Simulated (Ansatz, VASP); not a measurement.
## Two plane-wave programs on Al3GaN4

```xyz
8
Lattice="4.3365 0.0000 0.0000 0.0000 4.3365 0.0000 0.0000 0.0000 4.3365" Properties=species:S:1:pos:R:3 pbc="T T T"
Al    2.1682    2.1682    0.0000
Al    2.1682    0.0000    2.1682
Al    0.0000    2.1682    2.1682
Ga    0.0000    0.0000    0.0000
N     3.2281    3.2281    1.1083
N     3.2281    1.1083    3.2281
N     1.1083    3.2281    3.2281
N     1.1083    1.1083    1.1083
```

Alike in both runs: functional r2SCAN; k mesh 6 × 6 × 6; occupations gaussian, width 0.02 eV; no spin polarisation.

Ansatz relaxed the structure, and its values are those at the end. VASP's run is a single point on that final structure, the one shown.

|  | VASP | Ansatz |
| --- | --- | --- |
| version | VASP 6.6.1 | Ansatz 0.2.0 |
| potentials or method | VASP PAW PBE potentials, release 64 (Al, Ga_d, N) | scalar-relativistic, plane waves, PAW |
| plane-wave cutoff (eV) | 520 | 500 |
| valence electrons in the cell | 42 | 42 |

|  | VASP | Ansatz | Ansatz less VASP |
| --- | --- | --- | --- |
| gap on the k mesh at the Fermi level (eV) | 4.04 | 4.05 | +0.006 |
| least direct gap on the mesh (eV) | 4.04 | 4.05 | +0.006 |
| pressure (GPa) | 10.1 | 10.0 | -0.06 |
| rms of the force components (eV/Å) | 0.034 | 0.001 | -0.0328 |

The functional is the same, so the differences come from potentials, cutoffs and numerics.

Caveats: the PAW data sets were made with another functional, which shifts forces and pressure a little (VASP). r2SCAN opens gaps a little over a GGA but as a rule still falls short of measured ones. A k mesh can miss the band edges.
